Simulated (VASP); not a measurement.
# AlAs (F-43m) in VASP: a series of runs

Runs on AlAs. Level: PBEsol. Tasks: relaxation of cell and atoms.

Everything below comes from runs of VASP 6.6.1. Logs are shortened: lines on timing, memory, paths and dates and some standing lists are left out, and cuts for length are marked.

**1. The structure**

The structure is cubic, space group F-43m (No. 216). The conventional cell has a = 5.661 Å, b = 5.661 Å, c = 5.661 Å, α = 90.00°, β = 90.00°, γ = 90.00°. Al (site symmetry -43m) is surrounded by 4 As at 2.45 Å. Around As (site symmetry -43m) lie 4 Al at 2.45 Å.

**2. Relaxation of cell and atoms, PBEsol**

The input, INCAR:

```
SYSTEM = AlAs
  PREC = Accurate
  ENCUT = 600
  EDIFF = 1E-6
  ISMEAR = 0
  SIGMA = 0.03
  LREAL = .False.
  LASPH = .True.
  NELM = 80
  ALGO = Normal
  ISIF = 3
  LWAVE = .False.
  LCHARG = .False.
  GGA = PS
  IBRION = 2
  NSW = 90
  EDIFFG = -0.01
```

The input, KPOINTS:

```
regular mesh
0
Gamma
  8 8 8
  0 0 0
```

The input, POSCAR:

```
AlAs
1.0
    0.0000000000      2.8304000000      2.8304000000
    2.8304000000      0.0000000000      2.8304000000
    2.8304000000      2.8304000000      0.0000000000
Al As
1 1
Direct
    0.0000000000      0.0000000000      0.0000000000
    0.2500000000      0.2500000000      0.2500000000
```

Potentials or basis: VASP PAW PBE potentials, release 64 (Al, As).

Run with:

```
cat potpaw_PBE.64/Al/POTCAR potpaw_PBE.64/As/POTCAR > POTCAR
mpirun -np 1 vasp_std > vasp.out
```

OUTCAR:

```text
SYSTEM = AlAs
   PREC = Accurate
   ENCUT = 600
   EDIFF = 1E-6
   ISMEAR = 0
   LREAL = .False.
   LASPH = .True.
   NELM = 80
   ISIF = 3
   GGA = PS
   IBRION = 2
   NSW = 90
   EDIFFG = -0.01

 ion  position               nearest neighbor table
   1  0.000  0.000  0.000-   2 2.45   2 2.45   2 2.45   2 2.45
   2  0.250  0.250  0.250-   1 2.45   1 2.45   1 2.45   1 2.45

  LATTYP: Found a face centered cubic cell.
 ALAT       =     5.6608000000

  Lattice vectors:

 A1 = (   0.0000000000,   2.8304000000,   2.8304000000)
 A2 = (   2.8304000000,   0.0000000000,   2.8304000000)
 A3 = (   2.8304000000,   2.8304000000,   0.0000000000)

Analysis of symmetry for initial positions (statically):
=====================================================================
 Subroutine PRICEL returns:
 Original cell was already a primitive cell.

 Routine SETGRP: Setting up the symmetry group for a
 face centered cubic supercell.

 Subroutine GETGRP returns: Found 24 space group operations
 (whereof 24 operations were pure point group operations)
 out of a pool of 48 trial point group operations.

The static configuration has the point symmetry T_d .

Analysis of symmetry for dynamics (positions and initial velocities):
=====================================================================
 Subroutine PRICEL returns:
 Original cell was already a primitive cell.

 Routine SETGRP: Setting up the symmetry group for a
 face centered cubic supercell.

 Subroutine GETGRP returns: Found 24 space group operations
 (whereof 24 operations were pure point group operations)
 out of a pool of 48 trial point group operations.

The dynamic configuration has the point symmetry T_d .

 Subroutine INISYM returns: Found 24 space group operations
 (whereof 24 operations are pure point group operations),
 and found     1 'primitive' translations

----------------------------------------------------------------------------------------

                                     Primitive cell

  volume of cell :      45.3496

  direct lattice vectors                    reciprocal lattice vectors
     0.000000000  2.830400000  2.830400000    -0.176653477  0.176653477  0.176653477
     2.830400000  0.000000000  2.830400000     0.176653477 -0.176653477  0.176653477
     2.830400000  2.830400000  0.000000000     0.176653477  0.176653477 -0.176653477

  length of vectors
     4.002790067  4.002790067  4.002790067     0.305972797  0.305972797  0.305972797

  position of ions in fractional coordinates (direct lattice)
[... 92 lines left out ...]
   EMIN   =  10.00;   EMAX   =-10.00  energy-range for DOS
   EFERMI =   0.00;   METHOD = LEGACY
   ISMEAR =     0;   SIGMA  =   0.03  broadening in eV -4-tet -1-fermi 0-gaus
   EFERMI_NEDOS =   21; number of points for ismear=-14 and -15
   IALGO  =     38    algorithm
   IMIX   =      4    mixing-type and parameters
     AMIX     =   0.40;   BMIX     =  1.00
     AMIX_MAG =   1.60;   BMIX_MAG =  1.00
  volume/ion in A,a.u.               =      22.67       153.02
  Fermi-wavevector in a.u.,A,eV,Ry     =   0.918150  1.735052 11.469706  0.843000
  Thomas-Fermi vector in A             =   2.043199
   LORBIT       =      0    0 simple, 1 ext, 2 COOP (PROOUT), +10 PAW based schemes
   GGA     = PS    functional components
   LHFCALC =     F    Hartree Fock is set to
   AEXX    =    0.0000 exact exchange contribution
   IVDW    =     0    specifies the selected vdW correction
   LEPSILON=     F    determine dielectric tensor
   LRPA    =     F    only Hartree local field effects (RPA)
 conjugate gradient relaxation of ions
 non-spin polarized calculation
 Gauss-broadening in eV      SIGMA  =   0.03
  energy-cutoff  :      600.00
  volume of cell :       45.35
 maximum number of plane-waves:      1540
   NGX = 15   NGY = 15   NGZ = 15

--------------------------------------- Ionic step        1  -------------------------------------------

 number of electron       8.0000001 magnetization

 Free energy of the ion-electron system (eV)
  ---------------------------------------------------
  ext. energy  EPLUGINS =         0.00000000
  ---------------------------------------------------
  free energy    TOTEN  =       -10.06365207 eV

  energy without entropy =      -10.06365207  energy(sigma->0) =      -10.06365207

------------------------ aborting loop because EDIFF is reached ----------------------------------------

  FORCE on cell =-STRESS in cart. coord.  units (eV):
  Direction    XX          YY          ZZ          XY          YZ          ZX
  --------------------------------------------------------------------------------------
  -------------------------------------------------------------------------------------
  Total        0.2326517      0.2326517      0.2326517      0.0000000     -0.0000000     -0.0000000
  in kB        8.2194622      8.2194622      8.2194622      0.0000000     -0.0000000     -0.0000000
  external PRESSURE =       8.2194622 kB  Pullay stress =       0.0000000 kB
[... 59 lines left out ...]
--------------------------------------- Ionic step        3  -------------------------------------------

 number of electron       8.0000001 magnetization

 Free energy of the ion-electron system (eV)
  ---------------------------------------------------
  ext. energy  EPLUGINS =         0.00000000
  ---------------------------------------------------
  free energy    TOTEN  =       -10.06493621 eV

  energy without entropy =      -10.06493621  energy(sigma->0) =      -10.06493621

 E-fermi :   3.8681     XC(G=0):  -9.1529

 val. band max:        3.7082847655   @ k =   0.0000   0.0000   0.0000
 cond. band min:       5.0465055101   @ k =   0.5000   0.5000   0.0000
 fundamental gap:      1.3382207445
 Fermi energy:         3.8681211338

 k-point     1 :       0.0000    0.0000    0.0000
  band No.  band energies     occupation
      1      -8.1168      2.00000
      2       3.7083      2.00000
      3       3.7083      2.00000
      4       3.7083      2.00000
      5       5.6018      0.00000
      6       7.9525      0.00000
      7       7.9525      0.00000
      8       7.9525      0.00000
[... 243 lines left out ...]
 k-point    24 :      -0.3750    0.2500    0.1250
  band No.  band energies     occupation
      1      -6.4569      2.00000
      2      -1.5329      2.00000
      3       1.0195      2.00000
      4       2.1723      2.00000
      5       7.2939      0.00000
      6       7.8607      0.00000
      7      10.3076      0.00000
      8      11.2383      0.00000

 [... further k-points ...]
[... 5 lines left out ...]
  --------------------------------------------------------------------------------------
  -------------------------------------------------------------------------------------
  Total        0.0008354      0.0008354      0.0008354      0.0000000     -0.0000000      0.0000000
  in kB        0.0291895      0.0291895      0.0291895      0.0000000     -0.0000000      0.0000000
  external PRESSURE =       0.0291895 kB  Pullay stress =       0.0000000 kB
[... 17 lines left out ...]
  FREE ENERGIE OF THE ION-ELECTRON SYSTEM (eV)
  ---------------------------------------------------
  free  energy   TOTEN  =       -10.0649362116 eV

  energy  without entropy=      -10.0649362116  energy(sigma->0) =      -10.06493621

 reached required accuracy - stopping structural energy minimisation
```

CONTCAR:

```text
AlAs
   1.00000000000000
    -0.0000000000000000    2.8408844733699934    2.8408844733699934
     2.8408844733699934   -0.0000000000000000    2.8408844733699934
     2.8408844733699934    2.8408844733699934   -0.0000000000000000
  Al              As
     1     1
Direct
     0.0000000000000000    0.0000000000000000    0.0000000000000000
     0.2500000000000000    0.2500000000000000    0.2500000000000000

  0.00000000E+00  0.00000000E+00  0.00000000E+00
  0.00000000E+00  0.00000000E+00  0.00000000E+00
```

Run time: 18 s. Hardware: 1 thread of Intel Xeon Platinum 8259CL at 2.50GHz (Skylake/Cascade Lake), shared host; peak memory 0.19 GiB.

What came out:

```yaml
Free_energy: -10.0649 eV
Relaxed_volume: 22.93 Å³/atom
Relaxed_cell: a = 4.018 Å, b = 4.018 Å, c = 4.018 Å, α = 60.00°, β = 60.00°, γ = 60.00°
Space_group_after_relaxing_to_0.05_Å: F-43m (No. 216)
Energy_gained_by_relaxing: 0.6 meV/atom
Ionic_steps: 3
Pressure_after_relaxing: 0.0 GPa
Band_gap_on_the_k_mesh: 1.34 eV, indirect (least direct gap 1.89 eV)
```

The path:
| step | energy change (eV) | largest force (eV/Å) | pressure (GPa) | volume (Å³) |
| --- | --- | --- | --- | --- |
| 1 | 0.0000 | 0.0000 | 0.82 | 45.35 |
| 2 | -0.0010 | 0.0000 | -0.41 | 46.12 |
| 3 | -0.0013 | 0.0000 | 0.00 | 45.86 |

Final structure:
```yaml
crystal:
  lattice:
    - [0.00000, 2.84088, 2.84088]
    - [2.84088, 0.00000, 2.84088]
    - [2.84088, 2.84088, 0.00000]
  atoms:
    - { symbol: Al, position: [0.00000, 0.00000, 0.00000] }
    - { symbol: As, position: [0.25000, 0.25000, 0.25000] }
```

Levels at points of the mesh, in eV from the valence-band top:
| k point | band 2 | band 3 | band 4 | band 5 | band 6 | band 7 |
| --- | --- | --- | --- | --- | --- | --- |
| (0.00, 0.00, 0.00) | 0.00 | 0.00 | 0.00 | 1.89 | 4.24 | 4.24 |
| (0.50, 0.00, 0.00) | -5.55 | -0.82 | -0.82 | 2.04 | 4.62 | 4.62 |
| (0.50, 0.50, 0.00) | -5.40 | -2.16 | -2.16 | 1.34 | 2.22 | 10.20 |

Caveat: the PAW data sets were made with another functional, which shifts forces and pressure a little. Zero-point motion and thermal expansion aren't in these numbers.

**3. Relaxation of cell and atoms, PBEsol**

This run uses another cell than the first one, of 22.93 Å³/atom, 1.011 times its volume.

Edit INCAR of step 2 so:

```diff
@@ -3,3 +3,3 @@
   ENCUT = 600
-  EDIFF = 1E-6
+  EDIFF = 1E-7
   ISMEAR = 0
@@ -16,2 +16,2 @@
   NSW = 90
-  EDIFFG = -0.01
+  EDIFFG = -0.005
```

KPOINTS is that of step 2.

The input, POSCAR:

```
AlAs                                    
1.0
   -0.0000000000      2.8408844734      2.8408844734
    2.8408844734     -0.0000000000      2.8408844734
    2.8408844734      2.8408844734     -0.0000000000
  Al              As            
     1     1
Direct
     0.0000000000000000    0.0000000000000000    0.0000000000000000
     0.2500000000000000    0.2500000000000000    0.2500000000000000
```

Potentials or basis: VASP PAW PBE potentials, release 64 (Al, As).

Run with:

```
cat potpaw_PBE.64/Al/POTCAR potpaw_PBE.64/As/POTCAR > POTCAR
mpirun -np 1 vasp_std > vasp.out
```

Run time: 9.8 s. Hardware: 1 thread of Intel Xeon Platinum 8259CL at 2.50GHz (Skylake/Cascade Lake), shared host; peak memory 0.18 GiB.

Results (log left out):

* Free energy: -10.0649 eV
* Pressure after relaxing: 0.0 GPa
* Band gap on the k mesh: 1.34 eV, indirect (least direct gap 1.89 eV)

Final structure:
```xyz
2
Lattice="0.0000 2.8409 2.8409 2.8409 0.0000 2.8409 2.8409 2.8409 0.0000" Properties=species:S:1:pos:R:3 pbc="T T T"
Al    0.0000    0.0000    0.0000
As    1.4204    1.4204    1.4204
```

Levels at points of the mesh, in eV from the valence-band top:
| k point | band 1 | band 2 | band 3 | band 4 | band 5 | band 6 | band 7 | band 8 |
| --- | --- | --- | --- | --- | --- | --- | --- | --- |
| (0.00, 0.00, 0.00) | -11.83 | 0.00 | 0.00 | 0.00 | 1.89 | 4.24 | 4.24 | 4.24 |
| (0.50, 0.00, 0.00) | -10.42 | -5.55 | -0.82 | -0.82 | 2.04 | 4.62 | 4.62 | 7.56 |
| (0.50, 0.50, 0.00) | -9.88 | -5.40 | -2.16 | -2.16 | 1.34 | 2.22 | 10.20 | 10.20 |

Caveat: the relaxation stopped at its first step, so nothing moved; the PAW data sets were made with another functional, which shifts forces and pressure a little. A k mesh can miss the band edges.
